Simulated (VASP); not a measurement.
A run of VASP 6.6.1 is set up as follows.

INCAR

```
SYSTEM = MnF2
PREC = Accurate ; ENCUT = 630
EDIFF = 1E-7 ; ISMEAR = -1
SIGMA = 0.05 ; LREAL = .False.
LASPH = .True. ; NELM = 120
ALGO = Fast ; ISIF = 3
LWAVE = .False. ; LCHARG = .False.
ISPIN = 2 ; MAGMOM = 4 4 0 0 0 0
LORBIT = 11 ; LMAXMIX = 4
GGA = PE ; IBRION = 2
NSW = 40 ; EDIFFG = -0.005
```

KPOINTS

```
Automatic mesh
0
Gamma
  5 5 6
  0 0 0
```

Contents of POSCAR:

```
MnF2
1.0
    4.8738000000      0.0000000000      0.0000000000
    0.0000000000      4.8738000000      0.0000000000
    0.0000000000      0.0000000000      3.3107000000
Mn F
2 4
Direct
    0.5000000000      0.5000000000      0.5000000000
    0.0000000000      0.0000000000      0.0000000000
    0.8053000000      0.1947000000      0.5000000000
    0.6947000000      0.6947000000      0.0000000000
    0.1947000000      0.8053000000      0.5000000000
    0.3053000000      0.3053000000      0.0000000000
```

Potentials or basis: VASP PAW PBE potentials, release 64 (Mn_GW, F_GW).

Launch:

```console
$ cat potpaw_PBE.64/Mn_GW/POTCAR potpaw_PBE.64/F_GW/POTCAR > POTCAR
$ mpirun -np 1 vasp_std > vasp.out
```

Q: Estimate the space group after relaxing (to 0.05 Å).

A: P4_2/mnm (No. 136).

Q: Estimate the relaxed cell.

A: a = 4.940 Å, b = 4.940 Å, c = 3.332 Å, α = 90.00°, β = 90.00°, γ = 90.00°.

Q: Predict the relaxed volume.

A: 13.55 Å³/atom.

Forces in eV/Å, atoms in the order of the input:
```
Mn   0.000  0.000  0.000
Mn   0.000  0.000  0.000
F   -0.003  0.003  0.000
F    0.003  0.003  0.000
F    0.003 -0.003  0.000
F   -0.003 -0.003  0.000
```

Caveat: only a ferromagnetic start was run, and an antiferromagnetic order may lie lower in energy. PBE usually gives volumes a little too large and moduli too small.
